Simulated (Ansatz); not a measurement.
Two Ansatz runs on WS$_{2}$

The structure comes from a relaxation in the same program, started in the fluorite type, and has space group Fm-3m. Whether it is a known phase or the ground state wasn't checked.

First run: DFT, PBE, all-electron PAW with datasets made for the crystal, scalar-relativistic (Ansatz 0.2.0).

Command: `ansatz run input.yaml --threads 1 --pin off --max-ram 3072MiB --backend cpu --events-out ev --progress --plain --runs-dir out` The run took 18 s on 1 thread of Intel(R) Xeon(R) 6975P-C (Granite Rapids), on a shared host, peak memory 0.67 GiB.

```yaml
crystal:
  lattice:
    - [0.0, 2.937189484, 2.937189484]
    - [2.937189484, 0.0, 2.937189484]
    - [2.937189484, 2.937189484, 0.0]
  atoms:
    - { symbol: W, position: [0.0, 0.0, 0.0] }
    - { symbol: S, position: [0.25, 0.25, 0.25] }
    - { symbol: S, position: [0.75, 0.75, 0.75] }
kpoints:
  mp_grid: { grid: [11, 11, 11] }
  band_path:
    path:
      - [0.0, 0.0, 0.0]
      - [0.5, 0.0, 0.5]
      - [0.625, 0.25, 0.625]
      - [0.375, 0.375, 0.75]
      - [0.0, 0.0, 0.0]
      - [0.5, 0.5, 0.5]
      - [0.5, 0.25, 0.75]
      - [0.5, 0.0, 0.5]
    npoints: 8
scf:
  occupations: { method: fermi_dirac, width: 0.08 }
hamiltonian:
  xc: pbe
  pseudopotentials: { kind: all_electron, datasets: crystal }
output:
  forces: true
  stress: true
  eigenvalues: true
  efg: { contact_densities: true }
```

Result: converged; pressure 0.10 GPa; no gap on the k mesh; 11 SCF iterations.

No spin–orbit coupling, which matters for the heavy atoms here.

A second run of a changed input logged this at its end:

```
Error: YAML parse error: error: line 32 column 3: unknown field `eigenvalue`, expected one of write_density, write_potential, write_potential_components, volumetric_format, write_bands, fatbands, populations, hubbard, elf, band_densities, bader, dos, optics, efg, charged_corrections, wannier, polarization, topological_invariants, transmission, current_voltage, crpa, pair_interaction, rpa_energy, embedding, core_levels, xc_energy_on_converged_density, boltztrap, local_orbitals, orbitals, eigenstates, states_by_energy, atomic_orbital_hamiltonian, active_space, given_orbital_levels, support_matrices, forces, stress, cutoff_correction, eigenvalues, band_residual_tolerance, publish_guard_bands
  --> <input>:32:3
   |
30 |   forces: true
31 |   stress: true
32 |   eigenvalue: true
   |   ^ unknown field `eigenvalue`, expected one of write_density, write_potential, write_potential_components, volumetric_format, write_bands, fatbands, populations, hubbard, elf, band_densities, bader, dos, optics, efg, charged_corrections, wannier, polarization, topological_invariants, transmission, current_voltage, crpa, pair_interaction, rpa_energy, embedding, core_levels, xc_energy_on_converged_density, boltztrap, local_orbitals, orbitals, eigenstates, states_by_energy, atomic_orbital_hamiltonian, active_space, given_orbital_levels, support_matrices, forces, stress, cutoff_correction, eigenvalues, band_residual_tolerance, publish_guard_bands
33 |   efg: { contact_densities: true }
   |
```

Q: What was wrong with the input?

A: A misspelt key, by this change (others could give a like log):
```diff
@@ -23,4 +23,5 @@
 scf:
   occupations: { method: fermi_dirac, width: 0.08 }
+  max_iter: 50
 hamiltonian:
   xc: pbe
@@ -29,5 +30,5 @@
   forces: true
   stress: true
-  eigenvalues: true
+  eigenvalue: true
   efg: { contact_densities: true }
```
